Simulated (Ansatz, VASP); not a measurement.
# Two plane-wave programs on MgO

Contents of INCAR:

```
ALGO = Normal
EDIFF = 1E-6
EDIFFG = -0.01
ENCUT = 600
GGA = PE
IBRION = 2
ISIF = 3
ISMEAR = 0
LASPH = True
LCHARG = False
LREAL = False
LWAVE = False
NELM = 80
NSW = 100
PREC = Accurate
SIGMA = 0.02
```

The input KPOINTS:

```
k-points
0
Gamma
  10 10 6
```

File POSCAR:

```
MgO
1.0
    2.8286270691      0.0000000000      0.0000000000
    0.0000000000      2.8286270691      0.0000000000
    0.0000000000      0.0000000000      4.5370635609
Mg O
1 1
Direct
    0.0000000000      0.0000000000      0.0000000000
    0.5000000000      0.5000000000      0.0000000000
```

Input for Ansatz:

```yaml
crystal:
  lattice:
    - [2.8286270691, 0.0, 0.0]
    - [0.0, 2.8286270691, 0.0]
    - [0.0, 0.0, 4.5370635609]
  atoms:
    - { symbol: Mg, position: [0.0, 0.0, 0.0] }
    - { symbol: O, position: [0.5, 0.5, 0.0] }
basis:
  ecutwfc: 420
kpoints:
  mp_grid: { grid: [10, 10, 6] }
hamiltonian:
  xc: pbe
scf:
  occupations: { method: gaussian, width: 0.02 }
output:
  forces: true
  stress: true
  eigenvalues: true
relax:
  adjacent_minimum: "off"
  f_tol: 0.01
  max_steps: 80
  cell: { stress_tol: 0.05 }
```

Alike in both runs: task relaxation of cell and atoms; functional PBE; k mesh 10 × 10 × 6; occupations gaussian, width 0.02 eV; no spin polarisation.

|  | VASP | Ansatz |
| --- | --- | --- |
| version | VASP 6.6.1 | Ansatz 0.2.0 |
| potentials or method | VASP PAW PBE potentials, release 64 (Mg, O) | scalar-relativistic, plane waves, PAW |
| plane-wave cutoff (eV) | 600 | 420 |
| valence electrons in the cell | 8 | 16 |

Ansatz gave:

```
gap on the k mesh at the Fermi level, each at its own relaxed structure (eV) : 2.28
relaxed volume (Å³/atom)                                                     : 20.30
relaxed cell length with the largest relative difference (Å)                 : 5.073
energy change over the relaxation (meV/atom)                                 : -2
```

Q: Estimate VASP's values.

A: gap on the k mesh at the Fermi level, each at its own relaxed structure (eV): 2.12; relaxed volume (Å³/atom): 18.10; relaxed cell length with the largest relative difference (Å): 4.538; energy change over the relaxation (meV/atom): 0.

One of these differences is far larger than is usual between the two programs; its cause wasn't traced. The two sets of potentials don't hold the same shells in valence.

A k mesh can miss the band edges.
